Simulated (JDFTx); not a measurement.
Li:

```
Li
1.0
    -1.75465    1.75465    1.75465
     1.75465   -1.75465    1.75465
     1.75465    1.75465   -1.75465
Li
1
Direct
  0.00000 0.00000 0.00000
```

```yaml
Program: JDFTx 1.7.0 (patched build)
Task: single point
Functional: PBE
Potentials_or_basis: PseudoDojo-SR-PBE-0.5-standard
Cutoff: 1007 eV
Density_cutoff: 4027 eV
k_mesh: 11 × 11 × 11
Occupations: fermi-dirac, width 0.05 eV
Spin: no spin polarisation
```

On this cell: pressure -0.8 GPa; band gap on the k mesh none (metal or under the smearing width).

The same run follows on a disturbed copy (cell strained at random at fixed volume):

```
CELL_PARAMETERS angstrom
-1.73329 1.76667 1.73520
1.72839 -1.79094 1.75457
1.74318 1.80083 -1.75947
ATOMIC_POSITIONS crystal
Li 0.98842 0.00844 0.97647
```

**Question.** What does the disturbed cell give?

**Answer.** The energy (extrapolated to zero smearing) moves by +0.2 meV/atom; pressure -0.8 GPa; band gap on the k mesh none (metal or under the smearing width).

Stress tensor (GPa, compression positive):
```
-0.78 -0.07  0.02
-0.07 -0.89  0.19
 0.02  0.19 -0.80
```
